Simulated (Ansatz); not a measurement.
The elements of this relaxed trial crystal are hidden behind letters.

```
lattice vectors (Å)
  -3.2313    3.2313    2.6431
   3.2313   -3.2313    2.6431
   3.2313    3.2313   -2.6431
fractional positions
X 0.4104 0.9104 0.1984
X 0.7120 0.2120 0.8016
X 0.9104 0.7120 0.5000
X 0.2120 0.4104 0.5000
Z 0.2887 0.0896 0.5000
Z 0.5896 0.7887 0.5000
Z 0.7887 0.2887 0.1991
Z 0.0896 0.5896 0.8009
```

These are results of DFT PBE, scalar-relativistic, plane waves, PAW (Ansatz), not measurements. Settings of the last relaxation (8-atom cell): 420 eV, 8×8×8 k points, Gaussian smearing of 0.02 eV, no spin polarisation.

- Space group: I4cm (No. 108)
- Conventional cell: a = 6.463 Å, c = 5.286 Å
- Volume per atom: 13.80 Å³
- Density: 4.90 g/cm³
- Formation energy: −1.352 eV/atom
- Gap on the 8×8×8 mesh of the 8-atom cell: 0.94 eV

Energies are uncorrected and count from the elements' standard states at the same level.

**Question.** X is a d-block element of period 4 and Z is a p-block element of period 2. Which elements are they?

**Answer.** X = Zn, Z = O, so the formula is ZnO. Density times volume gives a mean mass of 4.90 × 13.80/1.6605 = 40.7 u per atom, and this set has 40.7 u. Among the elements that the hints allow, noble gases aside, only these give it. Around Zn lie 4 O at 1.93–2.05 Å; O has 4 Zn at 1.93–2.05 Å.

Kohn–Sham gaps at this level usually fall short of measured ones. This cell was reached by moving the atoms of another relaxed cell at random and relaxing again, last within the group found; it had no such test of its own.
